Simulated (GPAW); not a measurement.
Something may be wrong with this GPAW 26.7.0 calculation of Ba.

The input run.py:

```python
import numpy as np
from ase.io import read
from ase.units import Bohr, Ha
from gpaw import GPAW, PW
from gpaw.hybrids.energy import non_self_consistent_energy
from gpaw.xc.fxc import FXCCorrelation

atoms = read('POSCAR')

for x in [1.0]:
    ecuts = np.array([96.0, 120.0, 150])
    a = atoms.copy()
    a.set_cell(atoms.cell * x**(1 / 3), scale_atoms=True)
    calc = GPAW(mode=PW(400),
                xc='PBE',
                kpts={'size': (3, 3, 3), 'gamma': True},
                occupations={'name': 'fermi-dirac', 'width': 0.05},
                nbands=12,
                convergence={'density': 1e-06},
                maxiter=50,
                txt=f'gs-{x:.2f}.txt')
    a.calc = calc
    dft = a.get_potential_energy(force_consistent=True)
    calc.write(f'gs-{x:.2f}.gpw')
    exx = non_self_consistent_energy(calc, 'EXX').sum()
    calc.diagonalize_full_hamiltonian(nbands=int(a.get_volume() / Bohr**3 * (ecuts[-1] / Ha)**1.5 * 2**0.5 / 3 / np.pi**2 * 1.15) + 30)
    calc.write(f'full-{x:.2f}.gpw')
    ec = FXCCorrelation(f'full-{x:.2f}.gpw', xc='rALDA', tag=f'{x:.2f}', nlambda=8, avg_scheme='wavevector',
                        ecut=ecuts, nfrequencies=16, skip_gamma=True, frequency_scale=2.5, txt=f'rpa-{x:.2f}.txt').calculate()
    slope, ec_inf = np.polyfit(ecuts**-1.5, ec, 1)
    print(f'V = {a.get_volume():.4f} A^3: DFT {dft:.5f}, EXX {exx:.5f}, correlation', *ec.round(5), f'extrapolated {ec_inf:.5f}, total {exx + ec_inf:.5f} eV', flush=True)
```

The input POSCAR:

```
Ba
1.0
    0.0000000000      3.2326650028      3.2326650028
    3.2326650028      0.0000000000      3.2326650028
    3.2326650028      3.2326650028      0.0000000000
Ba
1
Direct
    0.0000000000      0.0000000000      0.0000000000
```

Potentials or basis: GPAW PAW data sets (gpaw-data 1.2.1), pw.

Command:

```sh
$ OMP_NUM_THREADS=1 python run.py
```

Output:

```text
__  _  _
 | _ |_)|_||  |
 |__||  | ||/\| - 26.7.0

Input parameters:
  mode=PW(ecut=400.0),
  convergence={'density': 1e-06},
  kpts=MonkhorstPack(size=(3, 3, 3), gamma=True),
  maxiter=50,
  nbands=12,
  occupations=Occupations(name='fermi-dirac', width=0.05),
  xc=XC(name='PBE')

Diagonalizing LCAO Hamiltonian
Converting LCAO to pw mode

       Ba

Atoms  # Å, Bohr magnetons
|   | symbol |        x |        y |        z |    initial magnetic moments |
|---|--------|----------|----------|----------|-----------------------------|
| 0 |     Ba | 0.000000 | 0.000000 | 0.000000 | ( 0.0000,  0.0000,  0.0000) |

Unit cell  # Å
| periodic |        x |        y |        z |  lengths |    angles |
|----------|----------|----------|----------|----------|-----------|
|      yes | 0.000000 | 3.232665 | 3.232665 | 4.571679 | 60.000000 |
[... 159 lines left out ...]
|iter:   7| |   -1.680399c| -4.84 | -1.99 |
|iter:   8| |   -1.680538c| -5.57 | -2.45 |
|iter:   9| |   -1.680546c| -7.09 | -3.55 |
|iter:  10| |   -1.680547c| -8.10c| -4.72 |
|iter:  11| |   -1.680547c| -8.55c| -5.22 |
|iter:  12| |   -1.680547c| -9.55c| -6.56c|

Converged in 12 steps
Energy contributions relative to reference atoms: (reference = -221277.842511)

Energy contributions:
  Kinetic:          -0.903812
  Coulomb:           2.807593
  Zero:             -0.092302
  External:          0.000000
  Xc:               -3.463193
  Entropy:          -0.057668
  Spinorbit:         0.000000
  ----------------------------
  Free energy:      -1.709381
  Extrapolated:     -1.680547

dipole moment: (-39.182310, -39.182310, -39.182310)  # |e|*Ang

Fermi level: 4.708
Eigenvalues  # (at kpt = [0.000, 0.000, 0.000])
| band index |      eig [eV] | occ [0-2] |
|------------|---------------|-----------|
|          0 |       -24.321 |     2.000 |
|          1 |        -9.351 |     2.000 |
|          2 |        -9.351 |     2.000 |
|          3 |        -9.351 |     2.000 |
|          4 |         1.874 |     2.000 |
|          5 |         6.335 |     0.000 |
|          6 |         6.335 |     0.000 |
|          7 |         6.335 |     0.000 |
|          8 |         7.783 |     0.000 |
|          9 |         7.783 |     0.000 |
|         10 |        10.332 |     0.000 |
|         11 |        12.382 |     0.000 |

Gap: 0.100 eV
Transition (v -> c):
  (s=0, k=1, n=4, [0.33, 0.33, -0.33]) -> (s=0, k=1, n=5, [0.33, 0.33, -0.33])
No difference between direct/indirect transitions
```

On the terminal:

```text
IBZ(<points: 4, symmetries: 48>)
Occupied bands: 6
DFT energy: -1.6805473463878735 eV
minus DFT-XC energy: 3.4631929191701127 eV
Core-core contribution:          -5177.840
Valence-core contribution:         -41.941
Valence-valence contribution:      -87.330
```

Problem. How did it end, and where is the flaw?

Solution. The calculation hadn't finished when its time ran out. The input holds a flaw that was put in on purpose: ground state written without wave functions.
